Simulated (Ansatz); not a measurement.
# Optical constants of TiCo$_{3}$

Method: Ansatz 0.2.0, DFT PBEsol, scalar-relativistic, plane waves, PAW. Plane waves to 420 eV; Γ-centred k mesh 12×12×12; Gaussian smearing of 0.20 eV. Collinear spin, site moments -0.1, 0.2, 0.2, 0.2 μB.

The cell, relaxed at this level:
```
Ti Co
1.0
     3.52874    0.00000    0.00000
     0.00000    3.52874    0.00000
     0.00000    0.00000    3.52874
Ti Co
1 3
Cartesian
  0.0000 0.0000 0.0000
  0.0000 1.7644 1.7644
  1.7644 0.0000 1.7644
  1.7644 1.7644 0.0000
```

In a metal these results depend on the k mesh and the smearing.

Independent-particle response (no local fields, no excitons) on a 20×20×20 mesh, broadened by 0.1 eV; the Drude term is undamped and its weight carries the smearing above, which sets much of it in a semimetal. The run couldn't bound its error over part or most of this range, so small peaks and near ties are unsure. Light polarised along z. ε₁ lacks the small share of bands above those solved.

Question: Tabulate n, κ, the reflectivity and the absorption coefficient against photon energy.

Answer:
```csv
E (eV),n,κ,R,α (10⁵ cm⁻¹)
0.1,1.59,48.01,1.00,4.87
0.6,5.42,8.19,0.80,4.98
1.1,3.94,4.63,0.66,5.17
1.6,4.94,2.57,0.53,4.17
2.1,4.93,4.77,0.66,10.16
2.6,3.43,5.59,0.73,14.72
3.1,2.61,4.60,0.69,14.46
3.6,2.06,4.06,0.68,14.83
4.1,1.59,3.47,0.66,14.43
4.6,1.23,3.40,0.70,15.85
5.1,1.23,2.92,0.64,15.09
5.6,1.13,2.71,0.62,15.41
6.1,0.85,2.64,0.67,16.35
6.6,0.75,2.22,0.62,14.84
7.1,0.80,2.05,0.57,14.73
7.6,0.58,1.97,0.64,15.17
8.1,0.57,1.59,0.55,13.09
8.6,0.70,1.65,0.50,14.37
9.1,0.67,1.39,0.43,12.80
9.6,0.83,1.32,0.35,12.85
10.1,0.76,1.32,0.37,13.48
10.6,0.79,1.29,0.35,13.86
11.1,0.73,1.18,0.34,13.28
11.6,0.86,1.09,0.26,12.85
```

Question: Where is the highest local maximum of ε₂ between 0.3 and 12 eV?

Answer: At 0.5 eV, where ε₂ = 89.2.

Cost: 1 run of about 9.9 core-minutes, on Intel Xeon Platinum 8259CL (Skylake/Cascade Lake) (shared hosts).